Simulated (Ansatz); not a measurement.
# Si (bcc type): the cost of one run

Method: DFT PBE, with the methods named in each step, in Ansatz 0.2.0.

This is Si in the bcc structure; at room conditions it is diamond.

## (1) The system as given

The structure is cubic, space group Im-3m (No. 229). The conventional cell has a = 3.082 Å, b = 3.082 Å, c = 3.082 Å, α = 90.00°, β = 90.00°, γ = 90.00°. Si (site symmetry m-3m) has 8 Si at 2.67 Å as nearest neighbours.

Coordinates:

```xyz
1
Lattice="-1.5412 1.5412 1.5412 1.5412 -1.5412 1.5412 1.5412 1.5412 -1.5412" Properties=species:S:1:pos:R:3 pbc="T T T"
Si    0.0000    0.0000    0.0000
```

Whether this phase is the stable one at these pressures isn't tested.

## (2) The reference volume, LAPW

input.yaml

```yaml
crystal:
  lattice:
    - [-1.5411780045, 1.5411780045, 1.5411780045]
    - [1.5411780045, -1.5411780045, 1.5411780045]
    - [1.5411780045, 1.5411780045, -1.5411780045]
  atoms:
    - { symbol: Si, position: [0.0, 0.0, 0.0] }
kpoints:
  mp_grid: { grid: [17, 17, 17] }
  band_path:
    path:
      - [0.0, 0.0, 0.0]
      - [0.5, -0.5, 0.5]
      - [0.0, 0.0, 0.5]
      - [0.0, 0.0, 0.0]
      - [0.25, 0.25, 0.25]
      - [0.5, -0.5, 0.5]
      - [0.25, 0.25, 0.25]
      - [0.0, 0.0, 0.5]
    npoints: 14
scf:
  occupations: { method: fermi_dirac, width: 0.05 }
hamiltonian:
  xc: pbe
  pseudopotentials: { kind: all_electron, lapw: { basis_error: 0.001 } }
output:
  forces: true
  stress: true
  eigenvalues: true
  populations: true
  dos: { projected: true, de: 0.2, e_range: [-14, 8] }
```

Command:

```bash
$ ansatz run input.yaml --threads 1 --pin off --max-ram 2048MiB --backend cpu --events-out ev --progress --plain --runs-dir out
```

What time and memory should one allow on 1 thread of AMD EPYC 7R43 (Zen 3), shared host?

About 4 s, with a peak of 0.27 GiB.
